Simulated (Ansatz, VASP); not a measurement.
# Nb: VASP beside Ansatz

Contents of INCAR:

```
PREC     = Accurate       # precision mode
ENCUT    = 600            # plane-wave cutoff, eV
EDIFF    = 1E-6           # SCF threshold, eV
ISMEAR   = 0              # smearing method
SIGMA    = 0.1            # smearing width, eV
LREAL    = False          # projectors in reciprocal space
LASPH    = True           # aspherical terms in the spheres
NELM     = 60             # most SCF steps
ALGO     = Fast           # electronic algorithm
ISIF     = 3              # what is computed and relaxed
LWAVE    = False          # write WAVECAR
LCHARG   = False          # write CHGCAR
GGA      = PE             # functional
IBRION   = 2              # ionic algorithm
NSW      = 80             # ionic steps
EDIFFG   = -0.01          # ionic threshold
```

The input KPOINTS:

```
regular mesh
0
Gamma
  18 18 18
```

The input POSCAR:

```
Nb
1.0
   -1.6549609022      1.6549609022      1.6549609022
    1.6549609022     -1.6549609022      1.6549609022
    1.6549609022      1.6549609022     -1.6549609022
Nb
1
Direct
    0.0000000000      0.0000000000      0.0000000000
```

Input for Ansatz:

```yaml
crystal:
  lattice:
    - [-1.6549609022, 1.6549609022, 1.6549609022]
    - [1.6549609022, -1.6549609022, 1.6549609022]
    - [1.6549609022, 1.6549609022, -1.6549609022]
  atoms:
    - { symbol: Nb, position: [0.0, 0.0, 0.0] }
basis:
  ecutwfc: 420
kpoints:
  mp_grid: { grid: [18, 18, 18] }
hamiltonian:
  xc: pbe
scf:
  occupations: { method: gaussian, width: 0.1 }
output:
  forces: true
  stress: true
  eigenvalues: true
relax:
  adjacent_minimum: "off"
  f_tol: 0.01
  max_steps: 60
  cell: { stress_tol: 0.1 }
```

Alike in both runs: task relaxation of cell and atoms; functional PBE; k mesh 18 × 18 × 18; occupations gaussian, width 0.1 eV; no spin polarisation.

```csv
,VASP,Ansatz
version,VASP 6.6.1,Ansatz 0.2.0
potentials or method,"VASP PAW PBE potentials, release 64 (Nb_sv)","scalar-relativistic, plane waves, PAW"
plane-wave cutoff (eV),600,420
valence electrons in the cell,13,13
```

```csv
,VASP,Ansatz,Ansatz less VASP
"gap on the k mesh at the Fermi level, each at its own relaxed structure (eV)",none,none,-
relaxed volume (Å³/atom),18.13,18.15,+0.020
relaxed cell length with the largest relative difference (Å),2.866,2.868,+0.0010
```

A gap of «none» marks a metal or a gap that the smearing closes.

Caveats: the relaxation stopped at its first step, so nothing moved.
